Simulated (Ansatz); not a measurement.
B, alpha-rhombohedral (B12): geometry optimisation

These are results of DFT, RPBE, plane waves (420 eV) with PAW, scalar-relativistic (Ansatz 0.2.0), not measurements. The PAW files were generated under PBE, with cores re-solved for the functional.

k-point mesh 4×4×4, Fermi-Dirac smearing 0.05 eV, no spin polarisation. Cell and atoms relax.

Starting structure:

```
B
1.0
     2.45400    1.41682    4.18900
    -2.45400    1.41682    4.18900
     0.00000   -2.83364    4.18900
B
12
Direct
  0.01040 0.65730 0.01040
  0.01040 0.01040 0.65730
  0.65730 0.01040 0.01040
  0.98960 0.34270 0.98960
  0.34270 0.98960 0.98960
  0.98960 0.98960 0.34270
  0.22060 0.63230 0.22060
  0.22060 0.22060 0.63230
  0.63230 0.22060 0.22060
  0.77940 0.36770 0.77940
  0.36770 0.77940 0.77940
  0.77940 0.77940 0.36770
```

What cell does the relaxation end in?

R-3m with a = 4.927 Å, c = 12.622 Å (c/a = 2.562); 7.37 Å³ per atom against 7.28 at the start (1.2 %).

How much energy does the relaxation gain?

5.6 meV per atom.

Path of the relaxation (the plane waves are chosen anew near the end, which can shift the energy a little):

```json
{"step": "0", "E − E(final) (meV/atom)": "5.56", "V (Å³/atom)": "7.282", "P (GPa)": "3.75", "max force (eV/Å)": "0.743"}
{"step": "1", "E − E(final) (meV/atom)": "1.59", "V (Å³/atom)": "7.312", "P (GPa)": "2.39", "max force (eV/Å)": "0.342"}
{"step": "2", "E − E(final) (meV/atom)": "0.20", "V (Å³/atom)": "7.375", "P (GPa)": "-0.05", "max force (eV/Å)": "0.010"}
{"step": "3", "E − E(final) (meV/atom)": "0.18", "V (Å³/atom)": "7.372", "P (GPa)": "0.00", "max force (eV/Å)": "0.005"}
{"step": "4", "E − E(final) (meV/atom)": "0.18", "V (Å³/atom)": "7.372", "P (GPa)": "0.00", "max force (eV/Å)": "0.002"}
{"step": "5", "E − E(final) (meV/atom)": "0.00", "V (Å³/atom)": "7.372", "P (GPa)": "0.03", "max force (eV/Å)": "0.002"}
```
